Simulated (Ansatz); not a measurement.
Runs of Ansatz 0.2.0 on In. It takes space group P6_3/mmc (No. 194, hexagonal). The conventional cell has a = 3.335 Å, b = 3.335 Å, c = 5.509 Å, α = 90.00°, β = 90.00°, γ = 120.00°. Around In (site symmetry -6m2) lie 12 In at 3.34 to 3.36 Å. This isn't the form of In at room conditions, which is tetragonal.

```tsv
task	level	potentials or basis	cell	cutoff (eV)	points for each segment of the path	gap on the mesh (eV)	pressure (GPa)	relaxed volume (Å³/atom)
relaxation of cell and atoms	PBE	Ansatz PAW	relaxed	420	-	none	0.0	27.75
relaxation of cell and atoms	PBE+D3(BJ)	Ansatz PAW	relaxed	420	-	none	0.0	(a)
band structure	PBE	PseudoDojo stringent (PBE files)	as given	1116	14	none	1.5	-
relaxation of cell and atoms	PBE+D4	Ansatz PAW	relaxed	420	-	none	0.0	26.11
band structure	PBE	Ansatz PAW earlier set	as given	710	14	none	1.5	-
```

Alike in all rows: no spin polarisation; k mesh 9 × 9 × 5; smearing fermi-dirac 0.05 eV.

**Question.** Fill in the values left out.

**Answer.** (a) 26.10.

Caveats: the plane-wave basis is chosen anew once the cell has moved, so the energies of steps on either side of that aren't comparable (some runs); pairwise dispersion overbinds metals, which lowers pressure and volume (some runs); spin-orbit coupling is left out, which moves the levels of the heavy elements (some runs).

A k mesh can miss the band edges, and the runs leave out spin-orbit coupling on In.

A gap of «none» marks a metal or a gap under the smearing width.

The runs don't all hold the same shells in valence.
